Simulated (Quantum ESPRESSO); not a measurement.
# CuO (P-1) in Quantum ESPRESSO: band structure with LDA

Aim: the band structure of CuO with LDA.

All numbers are computed with Quantum ESPRESSO 7.5; they aren't measurements. Logs are shortened: lines on timing, memory, paths and dates and some standing lists are left out, and cuts for length are marked.

### 1 The structure

The typed cell holds 4 atoms: a = 2.880 Å, b = 2.880 Å, c = 5.176 Å, α = 89.81°, β = 89.81°, γ = 89.22°.

The cell comes from a database or a generator and needn't be the stable form of this composition.

### 2 Band structure, LDA

Input file pw.in:

```
&CONTROL
  calculation = 'scf'
  prefix = 'pwscf'
  outdir = './tmp'
  pseudo_dir = './pseudo'
  tprnfor = .true.
  tstress = .true.
  disk_io = 'low'
/
&SYSTEM
  ibrav = 0
  celldm(1) = 8
  nat = 4
  ntyp = 2
  ecutwfc = 56
  ecutrho = 448
  nbnd = 34
  occupations = 'smearing'
  smearing = 'fd'
  degauss = 0.00367493
/
&ELECTRONS
  conv_thr = 8d-10
  electron_maxstep = 120
  mixing_beta = 0.5
/
ATOMIC_SPECIES
Cu    63.5460 cu_lda_v1.2.uspp.F.UPF
O     15.9990 o_lda_v1.2.uspp.F.UPF
CELL_PARAMETERS alat
  0.6801835246709   0.0000000000000   0.0000000000000
  0.0092296014442   0.6801312065874   0.0000000000000
  0.0041326860689   0.0040735174448   1.2227329268788
ATOMIC_POSITIONS crystal
Cu     0.0000000000    0.5000000000    0.0000000000
Cu     0.5000000000    0.0000000000    0.5000000000
O      0.9984239700    0.0016717800    0.7498871000
O      0.0015760300    0.9983282200    0.2501129000
K_POINTS automatic
9 9 5 0 0 0
```

Input file bands.in:

```
&CONTROL
  calculation = 'bands'
  prefix = 'pwscf'
  outdir = './tmp'
  pseudo_dir = './pseudo'
  disk_io = 'low'
  verbosity = 'high'
/
&SYSTEM
  ibrav = 0
  celldm(1) = 8
  nat = 4
  ntyp = 2
  ecutwfc = 56
  ecutrho = 448
  nbnd = 34
  occupations = 'smearing'
  smearing = 'fd'
  degauss = 0.00367493
/
&ELECTRONS
  conv_thr = 1d-08
  electron_maxstep = 120
  mixing_beta = 0.5
  diago_full_acc = .true.
  startingwfc = 'random'
/
ATOMIC_SPECIES
Cu    63.5460 cu_lda_v1.2.uspp.F.UPF
O     15.9990 o_lda_v1.2.uspp.F.UPF
CELL_PARAMETERS alat
  0.6801835246709   0.0000000000000   0.0000000000000
  0.0092296014442   0.6801312065874   0.0000000000000
  0.0041326860689   0.0040735174448   1.2227329268788
ATOMIC_POSITIONS crystal
Cu     0.0000000000    0.5000000000    0.0000000000
Cu     0.5000000000    0.0000000000    0.5000000000
O      0.9984239700    0.0016717800    0.7498871000
O      0.0015760300    0.9983282200    0.2501129000
K_POINTS crystal
60
 0.0000000000  0.0000000000  0.0000000000 1
 0.0555555556  0.0555555556  0.0000000000 1
 0.1111111111  0.1111111111  0.0000000000 1
 0.1666666667  0.1666666667  0.0000000000 1
 0.2222222222  0.2222222222  0.0000000000 1
 0.2777777778  0.2777777778  0.0000000000 1
 0.3333333333  0.3333333333  0.0000000000 1
 0.3888888889  0.3888888889  0.0000000000 1
 0.4444444444  0.4444444444  0.0000000000 1
 0.5000000000  0.5000000000  0.0000000000 1
 0.5003093515  0.5003093515  0.1646738522 1
 0.5006187031  0.5006187031  0.3293477045 1
 0.5009280546  0.5009280546  0.4940215567 1
 0.5000000000  0.5000000000  0.5000000000 1
 0.5075950467  0.4924049533  0.5000000000 1
 0.4924049533 -0.4924049533  0.5000000000 1
 0.4376932918 -0.4376932918  0.5000000000 1
 0.3829816303 -0.3829816303  0.5000000000 1
 0.3282699688 -0.3282699688  0.5000000000 1
 0.2735583074 -0.2735583074  0.5000000000 1
 0.2188466459 -0.2188466459  0.5000000000 1
 0.1641349844 -0.1641349844  0.5000000000 1
 0.1094233229 -0.1094233229  0.5000000000 1
 0.0547116615 -0.0547116615  0.5000000000 1
 0.0000000000  0.0000000000  0.5000000000 1
 0.0554524384  0.0554524384  0.5006642715 1
 0.1109048768  0.1109048768  0.5013285430 1
 0.1663573151  0.1663573151  0.5019928144 1
 0.2218097535  0.2218097535  0.5026570859 1
 0.2772621919  0.2772621919  0.5033213574 1
 0.3327146303  0.3327146303  0.5039856289 1
 0.3881670687  0.3881670687  0.5046499004 1
 0.4436195070  0.4436195070  0.5053141718 1
 0.4990719454  0.4990719454  0.5059784433 1
 0.5000000000  0.5000000000  0.0000000000 1
 0.5066808622  0.4933191378  0.0000000000 1
 0.4933191378 -0.4933191378  0.0000000000 1
 0.4385059003 -0.4385059003  0.0000000000 1
 0.3836926628 -0.3836926628  0.0000000000 1
 0.3288794252 -0.3288794252  0.0000000000 1
 0.2740661877 -0.2740661877  0.0000000000 1
 0.2192529502 -0.2192529502  0.0000000000 1
 0.1644397126 -0.1644397126  0.0000000000 1
 0.1096264751 -0.1096264751  0.0000000000 1
 0.0548132375 -0.0548132375  0.0000000000 1
 0.0000000000  0.0000000000  0.0000000000 1
 0.0833333333  0.0000000000  0.0000000000 1
 0.1666666667  0.0000000000  0.0000000000 1
 0.2500000000  0.0000000000  0.0000000000 1
 0.3333333333  0.0000000000  0.0000000000 1
 0.4166666667  0.0000000000  0.0000000000 1
 0.5000000000  0.0000000000  0.0000000000 1
 0.5000000000  0.0000000000  0.5000000000 1
 0.4285714286  0.0000000000  0.4285714286 1
 0.3571428571  0.0000000000  0.3571428571 1
 0.2857142857  0.0000000000  0.2857142857 1
 0.2142857143  0.0000000000  0.2142857143 1
 0.1428571429  0.0000000000  0.1428571429 1
 0.0714285714  0.0000000000  0.0714285714 1
 0.0000000000  0.0000000000  0.0000000000 1
```

Potentials or basis: GBRV 1.5 LDA.

Command:

```console
OMP_NUM_THREADS=1 pw.x -in pw.in > pw.out
OMP_NUM_THREADS=1 pw.x -in bands.in > bands.out
```

pw.out:

```text
This program is part of the open-source Quantum ESPRESSO suite
     for quantum simulation of materials; please cite
[... 9 lines left out ...]
     --------------------
     sticks:   dense  smooth     PW     G-vecs:    dense   smooth      PW
     Sum        1063     525    161                46397    16359    2755

     Using Slab Decomposition

     bravais-lattice index     =            0
     lattice parameter (alat)  =       8.0000  a.u.
     unit-cell volume          =     289.6146 (a.u.)^3
     number of atoms/cell      =            4
     number of atomic types    =            2
     number of electrons       =        50.00
     number of Kohn-Sham states=           34
     kinetic-energy cutoff     =      56.0000  Ry
     charge density cutoff     =     448.0000  Ry
     scf convergence threshold =      8.0E-10
     mixing beta               =       0.5000
     number of iterations used =            8  plain     mixing
     Exchange-correlation= SLA  PZ   NOGX NOGC
                           (   1   1   0   0   0   0   0)

     celldm(1)=   8.000000  celldm(2)=   0.000000  celldm(3)=   0.000000
     celldm(4)=   0.000000  celldm(5)=   0.000000  celldm(6)=   0.000000

     crystal axes: (cart. coord. in units of alat)
               a(1) = (   0.680184   0.000000   0.000000 )
               a(2) = (   0.009230   0.680131   0.000000 )
               a(3) = (   0.004133   0.004074   1.222733 )

     reciprocal axes: (cart. coord. in units 2 pi/alat)
               b(1) = (  1.470191 -0.019951 -0.004903 )
               b(2) = (  0.000000  1.470305 -0.004898 )
               b(3) = (  0.000000  0.000000  0.817840 )

     PseudoPot. # 1 for Cu read from file:
     cu_lda_v1.2.uspp.F.UPF
     Pseudo is Ultrasoft + core correction, Zval = 19.0
     Generated by new atomic code, or converted to UPF format
     Using radial grid of  867 points,  6 beta functions with:
                l(1) =   0
                l(2) =   0
                l(3) =   1
                l(4) =   1
                l(5) =   2
                l(6) =   2
     Q(r) pseudized with  8 coefficients,  rinner =    1.150   1.150   1.150
                                                       1.150   1.150

     PseudoPot. # 2 for O  read from file:
     o_lda_v1.2.uspp.F.UPF
     Pseudo is Ultrasoft + core correction, Zval =  6.0
     Generated by new atomic code, or converted to UPF format
     Using radial grid of  737 points,  5 beta functions with:
                l(1) =   0
                l(2) =   0
                l(3) =   1
                l(4) =   1
                l(5) =   2
     Q(r) pseudized with  8 coefficients,  rinner =    0.900   0.900   0.900
                                                       0.900   0.900

     atomic species   valence    mass     pseudopotential
     Cu               19.00    63.54600     Cu( 1.00)
     O                 6.00    15.99900     O ( 1.00)

      2 Sym. Ops., with inversion, found

   Cartesian axes

     site n.     atom                  positions (alat units)
         1        Cu     tau(   1) = (   0.0046148   0.3400656   0.0000000  )
         2        Cu     tau(   2) = (   0.3421581   0.0020368   0.6113665  )
         3        O      tau(   3) = (   0.6822260   0.0041917   0.9169116  )
         4        O      tau(   4) = (   0.0113198   0.6800130   0.3058213  )

     number of k points=   203  Fermi-Dirac smearing, width (Ry)=  0.0037

     Number of k-points >= 100: set verbosity='high' to print them.

     Dense  grid:    46397 G-vectors     FFT dimensions: (  40,  40,  72)

     Smooth grid:    16359 G-vectors     FFT dimensions: (  25,  25,  48)

     Check: negative core charge=   -0.000002

     Initial potential from superposition of free atoms

     starting charge      48.0000, renormalised to      50.0000
     Starting wfcs are   34 randomized atomic wfcs

     Self-consistent Calculation

     iteration #  1     ecut=    56.00 Ry     beta= 0.50
     Davidson diagonalization with overlap
     ethr =  1.00E-02,  avg # of iterations =  4.4

     total energy              =    -868.54713985 Ry
     estimated scf accuracy    <       5.52373008 Ry

     iteration #  2     ecut=    56.00 Ry     beta= 0.50
     Davidson diagonalization with overlap
     ethr =  1.00E-02,  avg # of iterations =  3.0

     total energy              =    -870.56896202 Ry
     estimated scf accuracy    <      10.11217538 Ry

     iteration #  3     ecut=    56.00 Ry     beta= 0.50
     Davidson diagonalization with overlap
     ethr =  1.00E-02,  avg # of iterations =  2.0

     total energy              =    -871.51809698 Ry
     estimated scf accuracy    <       0.47094535 Ry

     iteration #  4     ecut=    56.00 Ry     beta= 0.50
     Davidson diagonalization with overlap
     ethr =  9.42E-04,  avg # of iterations =  2.1

     total energy              =    -871.56377836 Ry
     estimated scf accuracy    <       0.06064121 Ry

     iteration #  5     ecut=    56.00 Ry     beta= 0.50
     Davidson diagonalization with overlap
     ethr =  1.21E-04,  avg # of iterations =  2.3

     total energy              =    -871.55941738 Ry
     estimated scf accuracy    <       0.03460398 Ry

     iteration #  6     ecut=    56.00 Ry     beta= 0.50
     Davidson diagonalization with overlap
     ethr =  6.92E-05,  avg # of iterations =  1.6

     total energy              =    -871.55870895 Ry
     estimated scf accuracy    <       0.01251419 Ry

     iteration #  7     ecut=    56.00 Ry     beta= 0.50
     Davidson diagonalization with overlap
     ethr =  2.50E-05,  avg # of iterations =  2.5

     total energy              =    -871.55754251 Ry
     estimated scf accuracy    <       0.00749880 Ry

     iteration #  8     ecut=    56.00 Ry     beta= 0.50
     Davidson diagonalization with overlap
     ethr =  1.50E-05,  avg # of iterations =  2.3

     total energy              =    -871.55829018 Ry
     estimated scf accuracy    <       0.00027375 Ry

     iteration #  9     ecut=    56.00 Ry     beta= 0.50
     Davidson diagonalization with overlap
     ethr =  5.48E-07,  avg # of iterations =  4.3

     total energy              =    -871.55835591 Ry
     estimated scf accuracy    <       0.00113791 Ry

     iteration # 10     ecut=    56.00 Ry     beta= 0.50
     Davidson diagonalization with overlap
     ethr =  5.48E-07,  avg # of iterations =  2.0

     total energy              =    -871.55835355 Ry
     estimated scf accuracy    <       0.00021993 Ry

     iteration # 11     ecut=    56.00 Ry     beta= 0.50
     Davidson diagonalization with overlap
     ethr =  4.40E-07,  avg # of iterations =  2.0

     total energy              =    -871.55837468 Ry
     estimated scf accuracy    <       0.00001009 Ry

     iteration # 12     ecut=    56.00 Ry     beta= 0.50
     Davidson diagonalization with overlap
     ethr =  2.02E-08,  avg # of iterations =  2.4

     total energy              =    -871.55837720 Ry
     estimated scf accuracy    <       0.00000030 Ry

     iteration # 13     ecut=    56.00 Ry     beta= 0.50
     Davidson diagonalization with overlap
     ethr =  6.04E-10,  avg # of iterations =  3.0

     total energy              =    -871.55837727 Ry
     estimated scf accuracy    <       0.00000002 Ry

     iteration # 14     ecut=    56.00 Ry     beta= 0.50
     Davidson diagonalization with overlap
     ethr =  4.56E-11,  avg # of iterations =  2.1

     total energy              =    -871.55837727 Ry
     estimated scf accuracy    <       0.00000001 Ry

     iteration # 15     ecut=    56.00 Ry     beta= 0.50
     Davidson diagonalization with overlap
     ethr =  2.24E-11,  avg # of iterations =  1.9

     total energy              =    -871.55837727 Ry
     estimated scf accuracy    <          1.8E-09 Ry

     iteration # 16     ecut=    56.00 Ry     beta= 0.50
     Davidson diagonalization with overlap
     ethr =  3.58E-12,  avg # of iterations =  2.0

     End of self-consistent calculation

     Number of k-points >= 100: set verbosity='high' to print the bands.

     the Fermi energy is    10.6198 ev

!    total energy              =    -871.55837727 Ry
     estimated scf accuracy    <          1.6E-11 Ry
     smearing contrib. (-TS)   =      -0.00141635 Ry
     internal energy E=F+TS    =    -871.55696092 Ry

     The total energy is F=E-TS. E is the sum of the following terms:
     one-electron contribution =    -647.25337803 Ry
     hartree contribution      =     348.14255552 Ry
     xc contribution           =     -90.61120822 Ry
     ewald contribution        =    -481.83493019 Ry

     convergence has been achieved in  16 iterations

     Forces acting on atoms (cartesian axes, Ry/au):

     atom    1 type  1   force =     0.00000000    0.00000000    0.00000000
     atom    2 type  1   force =     0.00000000    0.00000000    0.00000000
     atom    3 type  2   force =     0.00027025   -0.00032755    0.00035909
     atom    4 type  2   force =    -0.00027025    0.00032755   -0.00035909

     Total force =     0.000786     Total SCF correction =     0.000002

     Computing stress (Cartesian axis) and pressure

          total   stress  (Ry/bohr**3)                   (kbar)     P=      -76.25
  -0.00039664  -0.00000950  -0.00000211          -58.35       -1.40       -0.31
  -0.00000950  -0.00039900  -0.00000135           -1.40      -58.69       -0.20
  -0.00000211  -0.00000135  -0.00075929           -0.31       -0.20     -111.70

=------------------------------------------------------------------------------=
   JOB DONE.
=------------------------------------------------------------------------------=
```

Run time: 5.5 min. Hardware: 1 thread of Arm Neoverse V1, shared host; peak memory 0.41 GiB.

What came out:

```
Free energy            : -11858.1558 eV
Pressure               : -7.6 GPa
Largest force          : 0.014 eV/Å
Band gap on the k mesh : none (metal or under the smearing width)
```

Forces on the atoms (eV/Å):
```
Cu   0.000  0.000  0.000
Cu   0.000  0.000  0.000
O    0.007 -0.008  0.009
O   -0.007  0.008 -0.009
```

Levels at the corners of the path, in eV from the Fermi level:
```tsv
point	band 22	band 23	band 24	band 25	band 26	band 27	band 28	band 29
Γ	-2.46	-2.38	-2.09	0.68	0.71	1.46	6.06	7.22
Y	-2.41	-1.59	-1.20	-1.19	1.20	1.96	6.93	9.68
F	-2.05	-1.42	-1.42	-0.47	-0.42	3.79	3.87	10.58
L	-2.05	-1.42	-1.42	-0.45	-0.44	3.83	3.83	10.58
I	-2.05	-1.43	-1.42	-0.45	-0.44	3.83	3.83	10.58
I1	-2.05	-1.43	-1.42	-0.45	-0.44	3.83	3.83	10.58
Z	-2.42	-1.58	-1.58	0.10	0.10	3.52	3.53	11.39
F1	-2.05	-1.42	-1.42	-0.47	-0.42	3.79	3.87	10.58
Y	-2.41	-1.59	-1.20	-1.19	1.20	1.96	6.93	9.68
X1	-2.41	-1.59	-1.20	-1.20	1.20	1.97	6.93	9.68
X	-2.41	-1.59	-1.20	-1.20	1.20	1.97	6.93	9.68
Γ	-2.46	-2.38	-2.09	0.68	0.71	1.46	6.06	7.22
N	-1.99	-1.62	-1.55	0.24	0.47	3.30	5.93	6.49
M	-2.45	-2.09	-1.86	-0.10	0.70	4.08	5.85	8.22
Γ	-2.46	-2.38	-2.09	0.68	0.71	1.46	6.06	7.22
```

Caveat: the run has no spin polarisation, though such a crystal can be magnetic; semilocal functionals often make such compounds metallic where correlation or magnetic order opens a gap, which also shifts bond lengths.
